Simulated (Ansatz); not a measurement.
# Os (fcc type): how the settings move a single-point run

Question: which choices in the input matter for Os (fcc type)?

Method: reference: DFT, PBE, PAW with Ansatz's default frozen-core files, scalar-relativistic, in Ansatz 0.2.0.

1 further run of the same task is left out (set aside as unsound or not needed). Runs told in other sessions of the task aren't counted.

## 1. Starting point

It takes space group Fm-3m (No. 225, cubic). Conventional cell: a = 3.856 Å, b = 3.856 Å, c = 3.856 Å, α = 90.00°, β = 90.00°, γ = 90.00°. Os (site symmetry m-3m) has 12 Os at 2.73 Å in its first shell of neighbours.

As a file:

```
Os
1.0
    -1.92822    1.92822    0.00000
     0.00000    0.00000    3.85644
     1.92822    1.92822    0.00000
Os
2
Direct
  0.00000 0.00000 0.00000
  0.50000 0.50000 0.50000
```

## 2. Baseline

input.yaml

```yaml
crystal:
  lattice:
    - [-1.9282178654, 1.9282178654, 0.0]
    - [0.0, 0.0, 3.8564357308]
    - [1.9282178654, 1.9282178654, 0.0]
  atoms:
    - { symbol: Os, position: [0.0, 0.0, 0.0] }
    - { symbol: Os, position: [0.5, 0.5, 0.5] }
kpoints:
  mp_grid: { grid: [13, 10, 13] }
scf:
  occupations: { method: fermi_dirac, width: 0.1 }
hamiltonian:
  xc: pbe
  pseudopotentials: { kind: paw }
output:
  forces: true
  stress: true
  eigenvalues: true
```

On the command line:

```bash
> ansatz run input.yaml --threads 1 --pin off --max-ram 3584MiB --backend cpu --events-out ev --progress --plain --runs-dir out
```

## 3. Changing settings: symmetry.detect false, hubbard.sites [{species: Os, l: d, u_eff: 6.0}], hubbard.double_counting amf, accuracy high

Edit input.yaml of step 2 so:

```diff
@@ -8,2 +8,3 @@
     - { symbol: Os, position: [0.5, 0.5, 0.5] }
+  symmetry: { detect: false }
 kpoints:
@@ -15,2 +16,3 @@
   pseudopotentials: { kind: paw }
+  hubbard: { sites: [{ species: Os, l: d, u_eff: 6.0 }], double_counting: amf }
 output:
@@ -19 +21,2 @@
   eigenvalues: true
+accuracy: high
```

Q: Predict the outcome of this session. Wanted: for each run, ending; energy change; pressure; gap; force.

**Answer**, as computed:

| run | ending | energy change | pressure (GPa) | gap (eV) | force (eV/Å) | cycles | time |
| --- | --- | --- | --- | --- | --- | --- | --- |
| reference | converged | 0 | 0.1 | 0.00 | 0.00 | 6 | 2.1 s |
| 1: symmetry.detect false, hubbard.sites [{species: Os, l: d, u_eff: 6.0}], hubbard.double_counting amf, accuracy high | converged | -18.7 meV/atom (Hubbard term changed: no physical gain or loss) | 1.0 | 0.00 | 0.00 | 14 | 49 s |

Residual by cycle in the longest SCF loop of each run; runs are numbered as in the table. The quantity is the density residual dr2, in eV.

| cycle | reference | run 1 |
| --- | --- | --- |
| 1 | 0.00114 | 0.842 |
| 2 | 3.9e-4 | 0.219 |
| 3 | 3.1e-6 | 0.00187 |
| 5 | 2.6e-8 | 6.3e-4 |
| 6 | 3.9e-10 | 0.0172 |
| 7 | - | 1.0e-5 |
| 8 | - | 4.5e-7 |
| 9 | - | 3.0e-8 |
| 10 | - | 6.2e-9 |
| 12 | - | 1.5e-10 |
| 13 | - | 4.2e-11 |
| 14 | - | 4.3e-12 |

**Reading.** Changing the use of symmetry, Hubbard U, double counting of the Hubbard term and accuracy level moves the energy by -18.7 meV/atom, and the pressure goes from 0.1 to 1.0 GPa. The U term adds an energy of its own, so the shift says nothing about which run is better. Cost: 14 SCF cycles against 6, 49 s against 2.1 s. A changed U is a change of model: its shifts are not errors of convergence.
